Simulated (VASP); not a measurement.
# TiN (Fm-3m) in VASP: single point with LDA

Aim: the single point of TiN with LDA.

Everything below comes from runs of VASP 6.6.1. Logs are shortened: lines on timing, memory, paths and dates and some standing lists are left out, and cuts for length are marked.

## Step 1: The crystal as given

Symmetry: Fm-3m, No. 225, cubic system. The conventional cell has a = 4.176 Å, b = 4.176 Å, c = 4.176 Å, α = 90.00°, β = 90.00°, γ = 90.00°. Around Ti (site symmetry m-3m) lie 6 N at 2.09 Å. N (site symmetry m-3m) has 6 Ti at 2.09 Å as nearest neighbours.

## Step 2: Single point, LDA

File INCAR:

```
SYSTEM = TiN
PREC = Accurate
ENCUT = 520
EDIFF = 1E-6
ISMEAR = 1
SIGMA = 0.1
LREAL = .False.
LASPH = .True.
NELM = 80
ALGO = Normal
ISIF = 2
LWAVE = .False.
LCHARG = .False.
GGA = CA
ICORELEVEL = 1
```

File KPOINTS:

```
regular mesh
0
Gamma
  15 15 22
  0 0 0
```

File POSCAR:

```
TiN
1.0
    2.9527421500      0.0000000000      0.0000000000
   -1.4763710800      2.5571497200      0.0000000000
    1.4763710800      0.8523832400      2.4109038700
Ti N
1 1
Direct
    0.0000000000      0.0000000000      0.0000000000
    0.0000000000      0.5000000000      0.5000000000
```

Potentials or basis: VASP PAW LDA potentials, release 64 (Ti_sv, N).

Started as:

```bash
$ cat potpaw_LDA.64/Ti_sv/POTCAR potpaw_LDA.64/N/POTCAR > POTCAR
$ mpirun -np 1 vasp_std > vasp.out
```

OUTCAR:

```text
SYSTEM = TiN
   PREC = Accurate
   ENCUT = 520
   EDIFF = 1E-6
   ISMEAR = 1
   LREAL = .False.
   LASPH = .True.
   NELM = 80
   ISIF = 2
   GGA = CA

 ion  position               nearest neighbor table
   1  0.000  0.000  0.000-   2 2.09   2 2.09   2 2.09   2 2.09   2 2.09   2 2.09
   2  0.000  0.500  0.500-   1 2.09   1 2.09   1 2.09   1 2.09   1 2.09   1 2.09

  LATTYP: Found a face centered cubic cell.
 ALAT       =     4.1758079947

  Lattice vectors:

 A1 = (  -2.9527421500,  -0.0000000000,   0.0000000000)
 A2 = (  -1.4763710700,   0.8523832400,   2.4109038700)
 A3 = (  -1.4763710800,   2.5571497200,   0.0000000000)

Analysis of symmetry for initial positions (statically):
=====================================================================
 Subroutine PRICEL returns:
 Original cell was already a primitive cell.

 Routine SETGRP: Setting up the symmetry group for a
 face centered cubic supercell.

 Subroutine GETGRP returns: Found 48 space group operations
 (whereof 48 operations were pure point group operations)
 out of a pool of 48 trial point group operations.

The static configuration has the point symmetry O_h .

Analysis of symmetry for dynamics (positions and initial velocities):
=====================================================================
 Subroutine PRICEL returns:
 Original cell was already a primitive cell.

 Routine SETGRP: Setting up the symmetry group for a
 face centered cubic supercell.

 Subroutine GETGRP returns: Found 48 space group operations
 (whereof 48 operations were pure point group operations)
 out of a pool of 48 trial point group operations.

The dynamic configuration has the point symmetry O_h .

 Subroutine INISYM returns: Found 48 space group operations
 (whereof 48 operations are pure point group operations),
 and found     1 'primitive' translations

----------------------------------------------------------------------------------------

                                     Primitive cell

  volume of cell :      18.2038

  direct lattice vectors                    reciprocal lattice vectors
     2.952742150  0.000000000  0.000000000     0.338668244  0.195530202 -0.276521465
    -1.476371080  2.557149720  0.000000000     0.000000000  0.391060403 -0.138260732
     1.476371080  0.852383240  2.410903870     0.000000000  0.000000000  0.414782195

  length of vectors
     2.952742150  2.952742159  2.952742153     0.478949225  0.414782194  0.414782195

  position of ions in fractional coordinates (direct lattice)
     0.000000000  0.000000000  0.000000000
     0.000000000  0.500000000  0.500000000

  ion indices of the primitive-cell ions
   primitive index   ion index
                 1           1
                 2           2

----------------------------------------------------------------------------------------

 KPOINTS: regular mesh

Automatic generation of k-mesh.
 Grid dimensions read from file:
 generate k-points for:   15   15   22

 Generating k-lattice:

  Cartesian coordinates                     Fractional coordinates (reciprocal lattice)
     0.022577883  0.013035347 -0.018434764     0.066666667  0.000000000 -0.000000000
     0.000000000  0.026070694 -0.009217382     0.000000000  0.066666667  0.000000000
     0.000000000  0.000000000  0.018853736     0.000000000  0.000000000  0.045454545

  Length of vectors
     0.031929948  0.027652146  0.018853736

  Shift w.r.t. Gamma in fractional coordinates (k-lattice)
     0.000000000  0.000000000  0.000000000

 -----------------------------------------------------------------------------
|                                                                             |
|           W    W    AA    RRRRR   N    N  II  N    N   GGGG   !!!           |
|           W    W   A  A   R    R  NN   N  II  NN   N  G    G  !!!           |
|           W    W  A    A  R    R  N N  N  II  N N  N  G       !!!           |
|           W WW W  AAAAAA  RRRRR   N  N N  II  N  N N  G  GGG   !            |
|           WW  WW  A    A  R   R   N   NN  II  N   NN  G    G                |
|           W    W  A    A  R    R  N    N  II  N    N   GGGG   !!!           |
|                                                                             |
|     Your reciprocal lattice and k-lattice belong to different lattice       |
|     classes:                                                                |
|                                                                             |
|        The reciprocal lattice is body-centered cubic,                       |
|        whereas your k-lattice is base-centered monoclinic.                  |
|                                                                             |
|     Results are often still useful ...                                      |
|                                                                             |
 -----------------------------------------------------------------------------

 WARNING: IBZKPT: internal override: KBLOWUP is changed to .FALSE.
      ... skipping the blow-up phase ...

 Subroutine IBZKPT returns following result:
 ===========================================

 Found   1328 irreducible k-points:

 Following reciprocal coordinates:
            Coordinates               Weight
  0.000000  0.000000  0.000000      1.000000
  0.066667 -0.000000  0.000000      2.000000
  0.133333 -0.000000  0.000000      2.000000
  0.200000 -0.000000 -0.000000      2.000000
  0.266667 -0.000000  0.000000      2.000000
  0.333333 -0.000000  0.000000      2.000000
[... 16 lines left out ...]
  0.400000  0.133333 -0.000000      4.000000
 -0.066667  0.133333 -0.000000      2.000000
 [... further k-points ...]
   k-points           NKPTS =   1328   k-points in BZ     NKDIM =   1328   number of bands    NBANDS=     12
   number of dos      NEDOS =    301   number of ions     NIONS =      2
   total plane-waves  NPLWV =  13824
   dimension x,y,z NGX =    24 NGY =   24 NGZ =   24
   dimension x,y,z NGXF=    48 NGYF=   48 NGZF=   48
   ions per type =               1   1
   NGX,Y,Z   is equivalent  to a cutoff of  13.51, 13.51, 13.51 a.u.
   NGXF,Y,Z  is equivalent  to a cutoff of  27.03, 27.03, 27.03 a.u.
 SYSTEM =  TiN
   PREC   = accura    normal or accurate (medium, high low for compatibility)
   ISTART =      0    job   : 0-new  1-cont  2-samecut
   ICHARG =      2    charge: 1-file 2-atom 10-const
   ISPIN  =      1    spin polarized calculation?
   LNONCOLLINEAR =      F non collinear calculations
   LSORBIT =      F    spin-orbit coupling
   LASPH  =      T    aspherical Exc in radial PAW
   ENCUT  =  520.0 eV  38.22 Ry    6.18 a.u.   5.49  5.49  5.49*2*pi/ulx,y,z
   NELM   =     80;   NELMIN=  2; NELMDL= -5     # of ELM steps
   EDIFF  = 0.1E-05   stopping-criterion for ELM
   LREAL  =      F    real-space projection
   EDIFFG = 0.1E-04   stopping-criterion for IOM
   NSW    =      0    number of steps for IOM
   IBRION =     -1    ionic relax: 0-MD 1-quasi-New 2-CG
   NFREE  =      0    steps in history (QN), initial steepest desc. (CG)
   ISIF   =      2    stress and relaxation
   ISYM   =      2    0-nonsym 1-usesym 2-fastsym
   POTIM  = 0.5000    time-step for ionic-motion
   TEBEG  =    0.0;   TEEND  =   0.0 temperature during run
   PSTRESS=    0.0 pullay stress
   NELECT =      17.0000    total number of electrons
   NUPDOWN=      -1.0000    fix difference up-down
   EMIN   =  10.00;   EMAX   =-10.00  energy-range for DOS
   EFERMI =   0.00;   METHOD = LEGACY
   ISMEAR =     1;   SIGMA  =   0.10  broadening in eV -4-tet -1-fermi 0-gaus
   EFERMI_NEDOS =   21; number of points for ismear=-14 and -15
   IALGO  =     38    algorithm
   IMIX   =      4    mixing-type and parameters
     AMIX     =   0.40;   BMIX     =  1.00
     AMIX_MAG =   1.60;   BMIX_MAG =  1.00
  volume/ion in A,a.u.               =       9.10        61.42
  Fermi-wavevector in a.u.,A,eV,Ry     =   1.600187  3.023914 34.839037  2.560597
  Thomas-Fermi vector in A             =   2.697362
   LORBIT       =      0    0 simple, 1 ext, 2 COOP (PROOUT), +10 PAW based schemes
   GGA     = CA    functional components
   LHFCALC =     F    Hartree Fock is set to
   AEXX    =    0.0000 exact exchange contribution
   IVDW    =     0    specifies the selected vdW correction
   LEPSILON=     F    determine dielectric tensor
   LRPA    =     F    only Hartree local field effects (RPA)
 non-spin polarized calculation
 Methfessel and Paxton  Order N= 1 SIGMA  =   0.10
  energy-cutoff  :      520.00
  volume of cell :       18.20
 maximum number of plane-waves:       531
 NGX is ok and might be reduce to    24
   NGX = 11   NGY = 11   NGZ = 11

 number of electron      16.9999996 magnetization

 Free energy of the ion-electron system (eV)
  ---------------------------------------------------
  ext. energy  EPLUGINS =         0.00000000
  ---------------------------------------------------
  free energy    TOTEN  =       -21.67159694 eV

  energy without entropy =      -21.67182427  energy(sigma->0) =      -21.67167272

 the core state eigenenergies are
   1-  1s  -4827.5738  2s   -517.7737  2p   -426.7224
   2-  1s   -361.7859

 E-fermi :  11.8094     XC(G=0): -13.6310

 val. band max:       11.8043350128   @ k =   0.4000   0.4000   0.2273
 cond. band min:      11.8097799317   @ k =   0.1333   0.4667   0.3636
 fundamental gap:      0.0054449188
 Fermi energy:        11.8093775585

 k-point     1 :       0.0000    0.0000    0.0000
  band No.  band energies     occupation
      1     -45.2560      2.00000
      2     -21.5737      2.00000
      3     -21.5737      2.00000
      4     -21.5737      2.00000
      5      -5.2886      2.00000
      6       9.7706      2.00000
      7       9.7706      2.00000
      8       9.7706      2.00000
      9      11.1370      2.00000
     10      11.1370      2.00000
     11      11.1370      2.00000
     12      12.4223     -0.00000
[... 258 lines left out ...]
      1     -45.1888      2.00000
      2     -21.9292      2.00000
      3     -21.6541      2.00000
      4     -21.6391      2.00000
      5      -4.1594      2.00000
      6       5.9350      2.00000
      7       7.6766      2.00000
      8       8.0219      2.00000
      9      10.9243      2.00000
     10      12.8557     -0.00000
     11      13.2628     -0.00000
     12      14.2310      0.00000

 k-point    20 :       0.2000    0.1333   -0.0000
  band No.  band energies     occupation
      1     -45.1571      2.00000
      2     -22.0367      2.00000

------------------------ aborting loop because EDIFF is reached ----------------------------------------

  FORCE on cell =-STRESS in cart. coord.  units (eV):
  Direction    XX          YY          ZZ          XY          YZ          ZX
  --------------------------------------------------------------------------------------
  -------------------------------------------------------------------------------------
  Total        0.0065212      0.0065212      0.0065212     -0.0000000     -0.0000000      0.0000000
  in kB        0.5739501      0.5739501      0.5739501     -0.0000000     -0.0000000      0.0000000
  external PRESSURE =       0.5739501 kB  Pullay stress =       0.0000000 kB

 VOLUME and BASIS-vectors are now :
 -----------------------------------------------------------------------------
  energy-cutoff  :      520.00
  volume of cell :       18.20
      direct lattice vectors                 reciprocal lattice vectors
     2.952742150  0.000000000  0.000000000     0.338668244  0.195530202 -0.276521465
    -1.476371080  2.557149720  0.000000000     0.000000000  0.391060403 -0.138260732
     1.476371080  0.852383240  2.410903870     0.000000000  0.000000000  0.414782195

 POSITION                                       TOTAL-FORCE (eV/Angst)
 -----------------------------------------------------------------------------------
      0.00000      0.00000      0.00000        -0.000000     -0.000000      0.000000
      0.00000      1.70477      1.20545         0.000000      0.000000      0.000000
 -----------------------------------------------------------------------------------
    total drift:                                0.000000      0.000000      0.000000

  FREE ENERGIE OF THE ION-ELECTRON SYSTEM (eV)
  ---------------------------------------------------
  free  energy   TOTEN  =       -21.6715969442 eV

  energy  without entropy=      -21.6718242676  energy(sigma->0) =      -21.67167272
```

It took 98 s on 1 thread of Intel Xeon 6975P-C (Granite Rapids), shared host; peak memory 0.42 GiB.

Results:

```
Free energy            : -21.6716 eV
Pressure               : 0.1 GPa
Band gap on the k mesh : none (metal or under the smearing width)
```

Levels at points of the mesh, in eV from the Fermi level:
```csv
k point,band 4,band 5,band 6,band 7,band 8,band 9,band 10,band 11,band 12
"(0.00, 0.00, 0.00)",-33.38,-17.10,-2.04,-2.04,-2.04,-0.67,-0.67,-0.67,0.61
"(0.00, 0.00, 0.50)",-33.45,-14.36,-8.33,-5.71,-5.71,1.83,1.83,2.56,6.15
```

Core levels (eV, on the scale of the bands):
```tsv
atom	levels
1 Ti	1s -4827.6, 2s -517.8, 2p -426.7
2 N	1s -361.8
```
